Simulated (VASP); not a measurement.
# Si (Fd-3m) in VASP: further runs, part 2 of 2

VASP 6.6.1. The steps go on from the part before.

### Step 3. Relaxation of cell and atoms, PBE

This run uses another cell than the first one, of 20.01 Å³/atom, 0.978 times its volume.

Contents of INCAR:

```
SYSTEM = Si
PREC = Accurate
ENCUT = 600
EDIFF = 1E-6
ISMEAR = 0
SIGMA = 0.01
LREAL = .False.
LASPH = .True.
NELM = 100
ALGO = Normal
ISIF = 3
LWAVE = .False.
LCHARG = .False.
GGA = PE
IBRION = 2
NSW = 80
EDIFFG = -0.005
```

Contents of KPOINTS:

```
regular mesh
0
Gamma
  10 10 10
  0 0 0
```

Contents of POSCAR:

```
Si
1.0
    0.0000000000      2.7150000000      2.7150000000
    2.7150000000      0.0000000000      2.7150000000
    2.7150000000      2.7150000000      0.0000000000
Si
2
Direct
    0.0000000000      0.0000000000      0.0000000000
    0.2500000000      0.2500000000      0.2500000000
```

Potentials or basis: VASP PAW PBE potentials, release 64 (Si).

The run is started by

```bash
cat potpaw_PBE.64/Si/POTCAR > POTCAR
mpirun -np 1 vasp_std > vasp.out
```

OUTCAR:

```text
SYSTEM = Si
   PREC = Accurate
   ENCUT = 600
   EDIFF = 1E-6
   ISMEAR = 0
   LREAL = .False.
   LASPH = .True.
   NELM = 100
   ISIF = 3
   GGA = PE
   IBRION = 2
   NSW = 80
   EDIFFG = -0.005

 ion  position               nearest neighbor table
   1  0.000  0.000  0.000-   2 2.35   2 2.35   2 2.35   2 2.35
   2  0.250  0.250  0.250-   1 2.35   1 2.35   1 2.35   1 2.35

  LATTYP: Found a face centered cubic cell.
 ALAT       =     5.4300000000

  Lattice vectors:

 A1 = (   0.0000000000,   2.7150000000,   2.7150000000)
 A2 = (   2.7150000000,   0.0000000000,   2.7150000000)
 A3 = (   2.7150000000,   2.7150000000,   0.0000000000)

Analysis of symmetry for initial positions (statically):
=====================================================================
 Subroutine PRICEL returns:
 Original cell was already a primitive cell.

 Routine SETGRP: Setting up the symmetry group for a
 face centered cubic supercell.

 Subroutine GETGRP returns: Found 48 space group operations
 (whereof 24 operations were pure point group operations)
 out of a pool of 48 trial point group operations.

The static configuration has the point symmetry T_d .
 The point group associated with its full space group is O_h .

Analysis of symmetry for dynamics (positions and initial velocities):
=====================================================================
 Subroutine PRICEL returns:
 Original cell was already a primitive cell.

 Routine SETGRP: Setting up the symmetry group for a
 face centered cubic supercell.

 Subroutine GETGRP returns: Found 48 space group operations
 (whereof 24 operations were pure point group operations)
 out of a pool of 48 trial point group operations.

The dynamic configuration has the point symmetry T_d .
 The point group associated with its full space group is O_h .

[... 124 lines left out ...]
   LHFCALC =     F    Hartree Fock is set to
   AEXX    =    0.0000 exact exchange contribution
   IVDW    =     0    specifies the selected vdW correction
   LEPSILON=     F    determine dielectric tensor
   LRPA    =     F    only Hartree local field effects (RPA)
 conjugate gradient relaxation of ions
 non-spin polarized calculation
 Gauss-broadening in eV      SIGMA  =   0.01
  energy-cutoff  :      600.00
  volume of cell :       40.03
 maximum number of plane-waves:      1363
   NGX = 15   NGY = 15   NGZ = 15

--------------------------------------- Ionic step        1  -------------------------------------------

 number of electron       7.9999999 magnetization

 Free energy of the ion-electron system (eV)
  ---------------------------------------------------
  ext. energy  EPLUGINS =         0.00000000
  ---------------------------------------------------
  free energy    TOTEN  =       -10.84407877 eV

  energy without entropy =      -10.84407877  energy(sigma->0) =      -10.84407877

------------------------ aborting loop because EDIFF is reached ----------------------------------------

  FORCE on cell =-STRESS in cart. coord.  units (eV):
  Direction    XX          YY          ZZ          XY          YZ          ZX
  --------------------------------------------------------------------------------------
  -------------------------------------------------------------------------------------
  Total        0.4973237      0.4973237      0.4973237      0.0000000      0.0000000      0.0000000
  in kB       19.9072015     19.9072015     19.9072015      0.0000000      0.0000000      0.0000000
  external PRESSURE =      19.9072015 kB  Pullay stress =       0.0000000 kB
[... 59 lines left out ...]
--------------------------------------- Ionic step        3  -------------------------------------------

 number of electron       8.0000000 magnetization

 Free energy of the ion-electron system (eV)
  ---------------------------------------------------
  ext. energy  EPLUGINS =         0.00000000
  ---------------------------------------------------
  free energy    TOTEN  =       -10.84929892 eV

  energy without entropy =      -10.84929892  energy(sigma->0) =      -10.84929892

 E-fermi :   5.7174     XC(G=0):  -9.3273

 val. band max:        5.6169690883   @ k =   0.0000   0.0000   0.0000
 cond. band min:       6.2348296949   @ k =   0.4000   0.4000   0.0000
 fundamental gap:      0.6178606066
 Fermi energy:         5.7173942648

 k-point     1 :       0.0000    0.0000    0.0000
  band No.  band energies     occupation
      1      -6.1981      2.00000
      2       5.6170      2.00000
      3       5.6170      2.00000
      4       5.6170      2.00000
      5       8.1739      0.00000
      6       8.1739      0.00000
      7       8.1739      0.00000
      8       8.7518      0.00000
[... 243 lines left out ...]
 k-point    24 :       0.4000    0.3000    0.0000
  band No.  band energies     occupation
      1      -4.0754      2.00000
      2       0.2243      2.00000
      3       2.8233      2.00000
      4       3.2330      2.00000
      5       6.6939      0.00000
      6       7.8827      0.00000
      7      12.4726      0.00000
      8      12.6130      0.00000

 [... further k-points ...]
[... 5 lines left out ...]
  --------------------------------------------------------------------------------------
  -------------------------------------------------------------------------------------
  Total        0.0014298      0.0014298      0.0014298     -0.0000000      0.0000000      0.0000000
  in kB        0.0560313      0.0560313      0.0560313     -0.0000000      0.0000000      0.0000000
  external PRESSURE =       0.0560313 kB  Pullay stress =       0.0000000 kB
[... 17 lines left out ...]
  FREE ENERGIE OF THE ION-ELECTRON SYSTEM (eV)
  ---------------------------------------------------
  free  energy   TOTEN  =       -10.8492989208 eV

  energy  without entropy=      -10.8492989208  energy(sigma->0) =      -10.84929892

 reached required accuracy - stopping structural energy minimisation
```

CONTCAR:

```text
Si
   1.00000000000000
     0.0000000000000000    2.7342946540580901    2.7342946540580901
     2.7342946540580901    0.0000000000000000    2.7342946540580901
     2.7342946540580901    2.7342946540580901    0.0000000000000000
  Si
     2
Direct
     0.0000000000000000    0.0000000000000000    0.0000000000000000
     0.2500000000000000    0.2500000000000000    0.2500000000000000

  0.00000000E+00  0.00000000E+00  0.00000000E+00
  0.00000000E+00  0.00000000E+00  0.00000000E+00
```

It took 49 s on 1 thread of AMD EPYC 7R43 (Zen 3), shared host; peak memory 0.14 GiB.

What came out:

```
Free energy                            : -10.8493 eV
Relaxed volume                         : 20.44 Å³/atom
Relaxed cell                           : a = 3.867 Å, b = 3.867 Å, c = 3.867 Å, α = 60.00°, β = 60.00°, γ = 60.00°
Space group after relaxing (to 0.05 Å) : Fd-3m (No. 227)
Energy gained by relaxing              : 2.6 meV/atom
Ionic steps                            : 3
Pressure after relaxing                : 0.0 GPa
Band gap on the k mesh                 : 0.62 eV, indirect (least direct gap 2.56 eV)
```

The path:
```
step  energy change (eV)  largest force (eV/Å)  pressure (GPa)  volume (Å³)
   1              0.0000                0.0000            1.99        40.03
   2             -0.0029                0.0000           -1.24        41.48
   3             -0.0052                0.0000            0.01        40.89
```

Final structure:
```cif
data_structure
_symmetry_space_group_name_H-M 'P 1'
_symmetry_Int_Tables_number 1
_cell_length_a 3.8669
_cell_length_b 3.8669
_cell_length_c 3.8669
_cell_angle_alpha 60.000
_cell_angle_beta 60.000
_cell_angle_gamma 60.000
_cell_volume 40.89
loop_
_atom_site_label
_atom_site_type_symbol
_atom_site_fract_x
_atom_site_fract_y
_atom_site_fract_z
_atom_site_occupancy
Si1 Si 0.00000 0.00000 0.00000 1
Si2 Si 0.25000 0.25000 0.25000 1
```

Levels at points of the mesh, in eV from the valence-band top:
| k point | band 1 | band 2 | band 3 | band 4 | band 5 | band 6 | band 7 | band 8 |
| --- | --- | --- | --- | --- | --- | --- | --- | --- |
| (0.00, 0.00, 0.00) | -11.82 | 0.00 | 0.00 | 0.00 | 2.56 | 2.56 | 2.56 | 3.13 |
| (0.50, 0.00, 0.00) | -9.54 | -6.87 | -1.18 | -1.18 | 1.47 | 3.35 | 3.35 | 7.70 |
| (0.50, 0.50, 0.00) | -7.75 | -7.75 | -2.79 | -2.79 | 0.75 | 0.75 | 9.94 | 9.94 |
